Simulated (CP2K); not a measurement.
Runs of CP2K 2026.2 on HfO2. The typed cell holds 6 atoms: a = 3.617 Å, b = 3.617 Å, c = 5.115 Å, α = 90.00°, β = 90.00°, γ = 90.00°. 

```tsv
level	cutoff radius of the dispersion sum (A)	gap on the mesh (eV)	pressure (GPa)	largest force (eV/Å)
PBE+D3	20	2.44	-8.2	4.35
PBE	-	2.44	-5.0	4.34
PBE+D4	20	2.44	(b)	(a)
PBE+D3(BJ)+ATM	20	2.44	-8.2	4.34
PBE+D3(BJ)	20	2.44	-8.5	4.34
```

Alike in all rows: task single point; potentials or basis POTENTIAL_UZH Hf GTH-PBE-q12, O GTH-PBE-q6; DZVP-MOLOPT-PBE-GTH basis; no spin polarisation; cell as given; k mesh 7 × 7 × 5; smearing fermi-dirac 0.05 eV.

Task: Estimate the missing entries.

Result: (a) 4.36; (b) -8.1.

Caveats: spin-orbit coupling is left out, which moves the levels of the heavy elements; an odd mesh through Γ misses points on the zone boundary, where band edges often lie; the basis of atomic orbitals isn't converged, which shifts pressures, moduli and gaps; forces of over 1 eV/Å show positions far from the minimum, so gaps and moduli don't describe the material at rest.

A k mesh can miss the band edges, and the runs leave out spin-orbit coupling on Hf.
